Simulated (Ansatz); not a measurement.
Li2Se:

```
Se Li
1.0
     0.00000    3.00250    3.00250
     3.00250    0.00000    3.00250
     3.00250    3.00250    0.00000
Se Li
1 2
Cartesian
  0.0000 0.0000 0.0000
  4.5038 4.5038 4.5038
  1.5012 1.5012 1.5012
```

Base run:

* Program: Ansatz 0.2.0
* Functional: PBEsol
* Potentials or basis: Ansatz PAW
* Cutoff: 420 eV (not typed: the program's choice for these potentials)
* k mesh: 8 × 8 × 8
* Occupations: fermi-dirac, width 0.05 eV
* Spin: no spin polarisation

Its results: band gap on the k mesh 2.84 eV, indirect (least direct gap 3.24 eV); pressure -1.0 GPa.

Problem. The run is repeated on the same cell with these changes: functional from PBEsol to r2SCAN; cutoff from 420 eV (not typed: the program's choice for these potentials) to 500 eV (not typed: the program's choice for these potentials). What comes out?

Solution. Band gap on the k mesh 3.48 eV, indirect (least direct gap 4.06 eV); pressure -0.3 GPa.

r2SCAN gives the wider gap, since meta-GGAs in the generalised Kohn-Sham scheme recover part of the derivative discontinuity.

Caveats: the PAW data sets come from PBE, with cores solved anew for the run's functional, which leaves a small shift of forces and pressure.
